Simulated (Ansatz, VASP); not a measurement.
**Two plane-wave programs on Se**

File INCAR:

```
AGGAC = 1.0 ; AGGAX = 1.0
ALDAC = 0.0 ; ALDAX = 1.0
ALGO = Normal ; EDIFF = 1E-6
EDIFFG = -0.01 ; ENCUT = 600
GGA = B5 ; IBRION = 2
ISIF = 3 ; ISMEAR = -1
LASPH = True ; LCHARG = False
LREAL = False ; LWAVE = False
NELM = 100 ; NSW = 80
PREC = Accurate ; SIGMA = 0.1
```

KPOINTS

```
k-points
0
Gamma
  9 9 9
```

POSCAR

```
Se
1.0
    0.0000000000      3.0878327507      3.0878327507
    3.0878327507      0.0000000000      3.0878327507
    3.0878327507      3.0878327507      0.0000000000
Se
2
Direct
    0.1250000000      0.1250000000      0.1250000000
    0.8750000000      0.8750000000      0.8750000000
```

Input for Ansatz:

```yaml
crystal:
  lattice:
    - [0.0, 3.0878327507, 3.0878327507]
    - [3.0878327507, 0.0, 3.0878327507]
    - [3.0878327507, 3.0878327507, 0.0]
  atoms:
    - { symbol: Se, position: [0.125, 0.125, 0.125] }
    - { symbol: Se, position: [0.875, 0.875, 0.875] }
hamiltonian:
  xc: blyp
  pseudopotentials:
    kind: paw
    azcp:
      Se: "pseudopotentials/Se.paw.azcp"
basis:
  ecutwfc: 420
  fft_grid_basis: typed
kpoints:
  mp_grid: { grid: [9, 9, 9], shift: [0, 0, 0] }
magnetization:
  spin_polarized: false
scf:
  occupations: { method: fermi_dirac, width: 0.1 }
relax:
  max_steps: 60
  f_tol: 0.01
  cell: {}
```

The cell was built by a generator and needn't be a form met in nature.

Alike in both runs: task relaxation of cell and atoms; functional BLYP; k mesh 9 × 9 × 9; occupations fermi-dirac, width 0.1 eV; no spin polarisation.

|  | VASP | Ansatz |
| --- | --- | --- |
| version | VASP 6.6.1 | Ansatz 0.2.0 |
| potentials or method | VASP PAW PBE potentials, release 64 (Se) | plane waves (420 eV) with PAW, scalar-relativistic |
| plane-wave cutoff (eV) | 600 | 420 |
| valence electrons in the cell | 12 | 32 |

Ansatz gave:

```
relaxed volume (Å³/atom)                                     : 34.22
relaxed cell length with the largest relative difference (Å) : 4.591
energy change over the relaxation (meV/atom)                 : -89
```

Q: Estimate VASP's values.

A: Relaxed volume (Å³/atom): 34.28; relaxed cell length with the largest relative difference (Å): 4.594; energy change over the relaxation (meV/atom): -93.

The two sets of potentials don't hold the same shells in valence.

Caveats: the volume moved by over 15 % at a fixed basis, so the end points are rough (VASP); the PAW data sets were made with another functional, which shifts forces and pressure a little (VASP).
